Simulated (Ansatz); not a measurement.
# CuO: the cost of one run

Computed with Ansatz 0.2.0 (DFT PBE+U, scalar-relativistic, plane waves, PAW, unless a step's input says otherwise).

4 further runs of the same task are left out: 1 that didn't finish, 3 set aside as unsound or not needed.

### Step 1. The system as given

The structure is orthorhombic, space group Cccm (No. 66). The conventional cell has a = 4.183 Å, b = 4.199 Å, c = 5.173 Å, α = 90.00°, β = 90.00°, γ = 90.00°. Cu (site symmetry 2/m) is surrounded by 4 O at 1.97 Å. O (site symmetry 222) has 4 Cu at 1.97 Å as nearest neighbours.

As a file:

```cif
data_structure
_symmetry_space_group_name_H-M 'P 1'
_symmetry_Int_Tables_number 1
_cell_length_a 2.9636
_cell_length_b 2.9636
_cell_length_c 10.3468
_cell_angle_alpha 90.002
_cell_angle_beta 90.002
_cell_angle_gamma 89.787
_cell_volume 90.87
loop_
_atom_site_label
_atom_site_type_symbol
_atom_site_fract_x
_atom_site_fract_y
_atom_site_fract_z
_atom_site_occupancy
Cu1 Cu 0.00000 0.50000 0.00000 1
Cu2 Cu 0.00000 0.50000 0.50000 1
Cu3 Cu 0.50000 0.00000 0.25000 1
Cu4 Cu 0.50000 0.00000 0.75000 1
O1 O 0.50001 0.49999 0.12500 1
O2 O 0.50001 0.49999 0.62500 1
O3 O 0.49999 0.50001 0.37500 1
O4 O 0.49999 0.50001 0.87500 1
```

It is built from the cell relaxed beforehand with the same method (11.36 Å³/atom).

### Step 2. The reference: the undisturbed cell on the scan's mesh

File input.yaml:

```yaml
crystal:
  lattice:
    - [-2.0928844323, 2.0916658795, -0.1658163423]
    - [-2.0928844323, -2.0916658795, -0.1658163423]
    - [-0.8166114746, 0.0, 10.3145425394]
  atoms:
    - { symbol: Cu, position: [0.0, 0.5, 0.0] }
    - { symbol: Cu, position: [0.0, 0.5, 0.5] }
    - { symbol: Cu, position: [0.5, 0.0, 0.25] }
    - { symbol: Cu, position: [0.5, 0.0, 0.75] }
    - { symbol: O, position: [0.5000056111, 0.4999943889, 0.125] }
    - { symbol: O, position: [0.5000056111, 0.4999943889, 0.625] }
    - { symbol: O, position: [0.4999943889, 0.5000056111, 0.375] }
    - { symbol: O, position: [0.4999943889, 0.5000056111, 0.875] }
basis:
  ecutwfc: 420
kpoints:
  mp_grid: { grid: [16, 16, 5] }
hamiltonian:
  xc: pbe
  hubbard: { sites: [{ species: Cu, l: d, u_eff: 4.0 }] }
scf:
  occupations: { method: gaussian, width: 0.15 }
output:
  forces: true
  stress: true
  eigenvalues: true
  write_density: true
  write_potential: true
  elf: true
  volumetric_format: npy
```

Started as:

```sh
$ ansatz run input.yaml --threads 2 --pin off --max-ram 5120MiB --backend cpu --events-out ev --progress --plain --runs-dir out
```

Q: Estimate wall time and peak memory on 2 threads of Arm Neoverse V2, shared host.

About 84 s, with a peak of 2.3 GiB.
